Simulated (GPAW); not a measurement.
A run of GPAW 26.7.0:

run.py

```python
from ase import Atoms
from ase.eos import EquationOfState
from ase.io import Trajectory
from ase.units import GPa
from gpaw import GPAW, PW, setup_paths

setup_paths.insert(0, '.')

atoms = Atoms(['In', 'As', 'As', 'Ga'],
              cell=[[4.2250012014, 0.0, 0.0],
                    [0.0, 4.2250012014, 0.0],
                    [0.0, 0.0, 5.962148]],
              scaled_positions=[[0.0, 0.0, 0.5],
                                [0.0, 0.5, 0.231525],
                                [0.5, 0.0, 0.768475],
                                [0.5, 0.5, 0.0]],
              pbc=True)

traj = Trajectory('eos.traj', 'w')
volumes, energies = [], []
for x in [0.94, 0.96, 0.98, 1.0, 1.02, 1.04, 1.06]:
    a = atoms.copy()
    a.set_cell(atoms.cell * x**(1 / 3), scale_atoms=True)
    calc = GPAW(mode=PW(600),
                xc='PBEsol',
                kpts={'size': (6, 6, 5), 'gamma': True},
                occupations={'name': 'fermi-dirac', 'width': 0.05},
                nbands=25,
                convergence={'density': 1e-05, 'energy': 1e-05},
                maxiter=150,
                txt=f'eos-{x:.2f}.txt')
    a.calc = calc
    energies.append(a.get_potential_energy(force_consistent=True))
    volumes.append(a.get_volume())
    p = -a.get_stress()[:3].mean() / GPa
    calc.write(f'eos-{x:.2f}.gpw')
    traj.write(a)
    print(f'{x:.2f} {volumes[-1]:10.4f} A^3 {energies[-1]:14.6f} eV {p:9.3f} GPa', flush=True)

v0, e0, B = EquationOfState(volumes, energies, eos='birchmurnaghan').fit()
print(f'V0 = {v0:.4f} A^3, E0 = {e0:.6f} eV, B0 = {B / GPa:.2f} GPa')
```

Potentials or basis: PAW data sets generated in the run's folder for this functional, pw.

The run is started by

```sh
$ gpaw-setup -f PBEsol As Ga In
$ OMP_NUM_THREADS=1 python run.py
```

Hardware: 1 thread of Arm Neoverse V2, with other jobs on the host.

How long does it take, and how much memory?

Run time: 3.9 min on 1 thread of Arm Neoverse V2, with other jobs on the host, peak memory 0.37 GiB. Counts: scf iterations 70, plane waves 3371, bands 25, k points 30.
